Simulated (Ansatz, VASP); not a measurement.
## Two plane-wave programs on ZnS

```xyz
16
Lattice="3.7996 0.0000 0.0000 -1.8998 3.2905 0.0000 0.0000 0.0000 24.8568" Properties=species:S:1:pos:R:3 pbc="T T T"
Zn    0.0000    2.1937    3.1125
Zn    0.0000    0.0000    0.0090
Zn    1.8998    1.0968   15.5301
Zn    1.8998    1.0968   21.7559
Zn    0.0000    0.0000   18.6396
Zn    0.0000    2.1937   12.4258
Zn    0.0000    0.0000    9.3214
Zn    1.8998    1.0968    6.2169
S     1.8998    1.0968    8.5446
S     1.8998    1.0968   17.8575
S     0.0000    2.1937    5.4402
S     0.0000    0.0000   20.9714
S     1.8998    1.0968   24.0868
S     0.0000    0.0000    2.3358
S     0.0000    2.1937   14.7534
S     0.0000    0.0000   11.6490
```

Alike in both runs: functional PBE; dispersion D3(BJ); k mesh 9 × 9 × 2; occupations gaussian, width 0.02 eV; no spin polarisation.

Ansatz relaxed the structure, and its values are those at the end. VASP's run is a single point on that final structure, the one shown.

|  | VASP | Ansatz |
| --- | --- | --- |
| version | VASP 6.6.1 | Ansatz 0.2.0 |
| potentials or method | VASP PAW PBE potentials, release 64 (Zn, S) | scalar-relativistic, plane waves, PAW |
| plane-wave cutoff (eV) | 520 | 420 |
| valence electrons in the cell | 144 | 144 |

VASP gave:

| Item | Value |
| --- | --- |
| gap on the k mesh at the Fermi level (eV) | 2.20 |
| least direct gap on the mesh (eV) | 2.20 |
| pressure (GPa) | 0.5 |

Problem. What did Ansatz give for the same quantities?

Solution. gap on the k mesh at the Fermi level (eV): 2.19; least direct gap on the mesh (eV): 2.19; pressure (GPa): 0.0.

Caveats: an odd mesh through Γ misses points on the zone boundary, where band edges often lie.
